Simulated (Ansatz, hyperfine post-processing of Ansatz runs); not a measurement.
# Li3CrP2O8: isotropic lines and sites in a paramagnetic 7Li spectrum

Calculated values: DFT, PBEsol+U, plane-wave PAW, default files (PAW set soft_2), collinear spin, scalar-relativistic (Ansatz), contact and point-dipole shifts scaled to 320 K with Θ = 0 K (a pure Curie law); spin-only moments, above the ordering temperature.

```cif
data_structure
_symmetry_space_group_name_H-M 'P 1'
_symmetry_Int_Tables_number 1
_cell_length_a 6.2514
_cell_length_b 5.4098
_cell_length_c 8.2166
_cell_angle_alpha 90.000
_cell_angle_beta 90.517
_cell_angle_gamma 90.000
_cell_volume 277.87
loop_
_atom_site_label
_atom_site_type_symbol
_atom_site_fract_x
_atom_site_fract_y
_atom_site_fract_z
_atom_site_occupancy
Cr1 Cr 0.99999 0.25000 0.24999 1
Cr2 Cr 0.00001 0.75000 0.75001 1
P3 P 0.22996 0.75000 0.40043 1
P4 P 0.77016 0.75000 0.09955 1
P5 P 0.22984 0.25000 0.90045 1
P6 P 0.77004 0.25000 0.59957 1
O7 O 0.02891 0.75000 0.50960 1
O8 O 0.56666 0.25000 0.49827 1
O9 O 0.22435 0.51852 0.28285 1
O10 O 0.22435 0.98148 0.28285 1
O11 O 0.77571 0.51854 0.21714 1
O12 O 0.77571 0.98146 0.21714 1
O13 O 0.56683 0.75000 0.99819 1
O14 O 0.02876 0.25000 0.00958 1
O15 O 0.97124 0.75000 0.99042 1
O16 O 0.43317 0.25000 0.00181 1
O17 O 0.22429 0.01854 0.78286 1
O18 O 0.22429 0.48146 0.78286 1
O19 O 0.77565 0.01852 0.71715 1
O20 O 0.77565 0.48148 0.71715 1
O21 O 0.43334 0.75000 0.50173 1
O22 O 0.97109 0.25000 0.49040 1
Li23 Li 0.72437 0.75000 0.42337 1
Li24 Li 0.49984 0.25000 0.25009 1
Li25 Li 0.27585 0.75000 0.07655 1
Li26 Li 0.72415 0.25000 0.92345 1
Li27 Li 0.50016 0.75000 0.74991 1
Li28 Li 0.27563 0.25000 0.57663 1
```

7Li MAS at 4.7 T (77.8 MHz), 20 kHz, 320 K; contact and dipolar shift alone, no orbital or quadrupolar part; lines under 1.5 % of the strongest are left out. NMR lines, with heights relative to the strongest:

```tsv
position (ppm)	intensity
-715.2	2.1
-458.1	11
-200.9	15
-143.6	3.4
56.2	7.3
113.5	100
313.4	1.9
370.7	3.2
570.5	8.0
827.7	4.2
1084.8	2.4
```

Q: Find the isotropic shifts among the lines and assign them to the Li sites.

Sidebands are spaced by 257 ppm (the spinning rate over the resonance of 77.8 MHz). An isotropic line need not be the tallest: it is the area-weighted centre of its own family of sidebands, and the one that stays put when the rate is changed. Isotropic shifts: 114 ppm for atom 23 and the 3 atoms equivalent to it (3 Cr through links of 105° (1) and 115° (2)), reduced anisotropy 164 ppm; 56 ppm for atom 24 and the 1 atom equivalent to it (2 Cr through links of 93° (4)), reduced anisotropy 1176 ppm. The families' total areas stand as 2:1, which settles the match.

[Logs are printed without paths, hosts, clocks, repeated set-up lines and the standing remarks that a program may print on its own settings, such as how far it seeks lower states.]

[Hosts, paths, dates, database ids (printed as entryN), source tags and the programs' standing remarks are cut or masked in the printed files.]
